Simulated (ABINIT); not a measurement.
Wanted: the native input for an ABINIT 10.8.3 (patched build) run.

```
Task                : band structure
Functional          : PW91
Potentials or basis : JTH PAW PBE v2.0
Cutoff              : 544 eV
k mesh              : 11 × 11 × 11
Occupations         : fermi-dirac, width 0.05 eV
Spin                : no spin polarisation
Fine-grid cutoff    : 1088.46 eV
```

Ag:

```
Ag
1.0
     0.00000    2.04275    2.04275
     2.04275    0.00000    2.04275
     2.04275    2.04275    0.00000
Ag
1
Cartesian
  0.0000 0.0000 0.0000
```

The input as run:

run.abi

```
# Datasets: ground state, then fixed potential
ndtset 2

# Pseudopotentials
pp_dirpath "./"
pseudos "Ag.GGA_PBE-JTH.xml"

# Structure
acell 5.4592009917 5.4592009917 5.4592009917
rprim
     0.0000000000     0.7071067812     0.7071067812
     0.7071067812     0.0000000000     0.7071067812
     0.7071067812     0.7071067812     0.0000000000
ntypat 1
znucl 47
natom 1
typat 1
xcart
     0.0000000000     0.0000000000     0.0000000000

# Plane-wave basis
ecut 544.227725 eV
pawecutdg 40.0
pawxcdev 0

# Exchange and correlation
ixc -109134

# Bands and occupations
occopt 3
tsmear 0.00183747

# SCF cycle
nstep 100

# Output
iomode 3
prtwf 0
prteig 0
prtebands 0
enunit 1
prtden1 1
prtvha1 1
prtvclmb1 1
prtpot1 1

# Dataset 1
kptopt1 1
ngkpt1 11 11 11
nshiftk1 1
shiftk1 0.0 0.0 0.0
nband1 10
tolvrs1 1.0e-9

# Dataset 2: bands along G-X-W-K-G-L-U-W-L-K
iscf2 -2
getden2 1
nband2 16
nbdbuf2 4
tolwfr2 1.0e-11
kptopt2 -9
ndivsm2 8
prteig2 1
prtvol2 -3
kptbounds2
     0.0000000000     0.0000000000     0.0000000000
     0.5000000000     0.0000000000     0.5000000000
     0.5000000000     0.2500000000     0.7500000000
     0.3750000000     0.3750000000     0.7500000000
     0.0000000000     0.0000000000     0.0000000000
     0.5000000000     0.5000000000     0.5000000000
     0.6250000000     0.2500000000     0.6250000000
     0.5000000000     0.2500000000     0.7500000000
     0.5000000000     0.5000000000     0.5000000000
     0.3750000000     0.3750000000     0.7500000000
```

Potentials or basis: JTH PAW PBE v2.0.

Run with:

```sh
$ abinit run.abi > log 2>&1
```

It gave:

The pressure is 4.3 GPa and the band gap on the k mesh is none (metal or under the smearing width). The valence electrons inside the program's atomic spheres are Ag 9.83 (radii [1.331] Å).

Caveat: the PAW data sets were made with another functional, which shifts forces and pressure a little.

It took 22 s on 1 thread of Arm Neoverse V1 (shared host), peak memory 0.11 GiB.
